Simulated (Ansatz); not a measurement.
The system is Ag.

```
Ag
1.0
    -1.65565    1.65565    1.65565
     1.65565   -1.65565    1.65565
     1.65565    1.65565   -1.65565
Ag
1
Direct
  0.00000 0.00000 0.00000
```

This isn't the form of Ag at room conditions, which is fcc.

* Program: Ansatz 0.2.0
* Task: relaxation of cell and atoms
* Functional: PBEsol
* Potentials or basis: Ansatz PAW
* Cutoff: 420 eV (not typed: the program's choice for these potentials)
* k mesh: 11 × 11 × 11
* Occupations: fermi-dirac, width 0.05 eV
* Spin: no spin polarisation

At the start: volume 18.15 Å³/atom.

Where does the relaxation end?

It ends after 6 steps and the volume is 16.79 Å³/atom (-7.5 %); space group Im-3m (No. 229, to 0.05 Å).

The path:
| step | energy change (eV) | largest force (eV/Å) | volume (Å³) |
| --- | --- | --- | --- |
| 1 | 0.0000 | 0.0000 | 18.15 |
| 2 | -0.0031 | 0.0000 | 15.67 |
| 3 | -0.0332 | 0.0000 | 16.99 |
| 4 | -0.0342 | 0.0000 | 16.82 |
| 5 | -0.0342 | 0.0000 | 16.79 |
| 6 | -0.0338 | 0.0000 | 16.79 |

Final structure:
```cif
data_structure
_symmetry_space_group_name_H-M 'P 1'
_symmetry_Int_Tables_number 1
_cell_length_a 2.7938
_cell_length_b 2.7938
_cell_length_c 2.7938
_cell_angle_alpha 109.471
_cell_angle_beta 109.471
_cell_angle_gamma 109.471
_cell_volume 16.79
loop_
_atom_site_label
_atom_site_type_symbol
_atom_site_fract_x
_atom_site_fract_y
_atom_site_fract_z
_atom_site_occupancy
Ag1 Ag 0.00000 0.00000 0.00000 1
```

Caveat: the plane-wave basis is chosen anew once the cell has moved, so the energies of steps on either side of that aren't comparable; the PAW data sets come from PBE, with cores solved anew for the run's functional, which leaves a small shift of forces and pressure.
